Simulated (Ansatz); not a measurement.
# AlH5: what a guessed cell relaxes into

Aim: relax a trial structure of AlH5 and see where it ends.

Program: Ansatz 0.2.0. Level of theory: DFT PBE, scalar-relativistic, plane waves, PAW. These are calculated values, not measurements.

### Step 1. The system as given

Symmetry: P6/mmm, No. 191, hexagonal system. Conventional cell: a = 4.225 Å, b = 4.225 Å, c = 3.464 Å, α = 90.00°, β = 90.00°, γ = 120.00°. Al (site symmetry 6/mmm) is surrounded by 18 H at 2.44 to 2.73 Å. H (site symmetry mmm) is surrounded by 8 H at 2.11 to 2.12 Å and 4 Al at 2.73 Å. H (site symmetry -6m2) has 9 H at 2.12 to 2.44 Å and 3 Al at 2.44 Å as nearest neighbours.

Coordinates:

```
CELL_PARAMETERS angstrom
4.22501 0.00000 0.00000
-2.11251 3.65897 0.00000
0.00000 0.00000 3.46423
ATOMIC_POSITIONS crystal
Al 0.00000 0.00000 0.00000
H 0.50000 0.00000 0.50000
H 0.50000 0.50000 0.50000
H 0.00000 0.50000 0.50000
H 0.33333 0.66667 0.00000
H 0.66667 0.33333 0.00000
```

The cell is invented: species swapped into a database cell of PrPt5 (P6/mmm, No. 191), with Al on the Pr sites and H on the Pt sites. Its size is a rough estimate.

### Step 2. Probe: one point on a coarse mesh

The input, input.yaml:

```yaml
crystal:
  lattice:
    - [4.2250137, 0.0, 0.0]
    - [-2.11250685, 3.6589692, 0.0]
    - [0.0, 0.0, 3.46422694]
  atoms:
    - { symbol: Al, position: [0.0, 0.0, 0.0] }
    - { symbol: H, position: [0.5, 0.0, 0.5] }
    - { symbol: H, position: [0.5, 0.5, 0.5] }
    - { symbol: H, position: [0.0, 0.5, 0.5] }
    - { symbol: H, position: [0.33333333, 0.66666667, 0.0] }
    - { symbol: H, position: [0.66666667, 0.33333333, 0.0] }
basis:
  ecutwfc: 420
kpoints:
  mp_grid: { grid: [6, 6, 6] }
hamiltonian:
  xc: pbe
scf:
  occupations: { method: gaussian, width: 0.1 }
  lower_state_search: "off"
output:
  forces: true
  stress: true
  eigenvalues: true
```

The run is started by

```
$ ansatz run input.yaml --threads 1 --pin off --max-ram 2048MiB --backend cpu --events-out ev --progress --plain --runs-dir out
```

Output (excerpt; [...] marks lines left out):

```text
[...]
SCF converged after 6 iterations
Free energy (F): -609.088455 eV
[...]
E sigma→0 (E₀):  -609.083101 eV
Entropy (-TS):   -0.010708 eV (-1.785 meV/atom)
Fermi energy:    1.320968 eV
[...]
--- Forces (eV/Å), atoms counted from 1 ---
  atom   1  Al     0.00000000    -0.00000000     0.00000000
  atom   2  H      0.00000000     0.00000000     0.00000000
  atom   3  H     -0.00000000    -0.00000000     0.00000000
  atom   4  H      0.00000000     0.00000000     0.00000000
  atom   5  H      0.00000000     0.00000000     0.00000000
  atom   6  H     -0.00000000    -0.00000000     0.00000000
[...]
--- Stress (GPa, compression-positive) ---
      -20.269913       0.000000       0.000000
        0.000000     -20.269913       0.000000
        0.000000       0.000000     -17.290989
  P = ⅓ Tr σ = -19.2769 GPa (-192.769 kbar)
--- Band table (eV; the first three rows and the last of 28) ---
  k-point 0: bands = ["-7.7934", "1.2403", "1.5499", "1.5499", "1.8434", "2.6025", "4.1331", "4.1331", "5.9132", "12.4831"]
[...]
```

Wall time 1 s (1 thread of Intel Xeon Platinum 8259CL at 2.50GHz (Skylake/Cascade Lake), shared host); peak memory 0.35 GiB.

From the probe: pressure -19.3 GPa, largest force 0.00 eV/Å, gap on this mesh none (metal). A cheap, loose relaxation comes first.

(Part 1 of 3 ends here.)
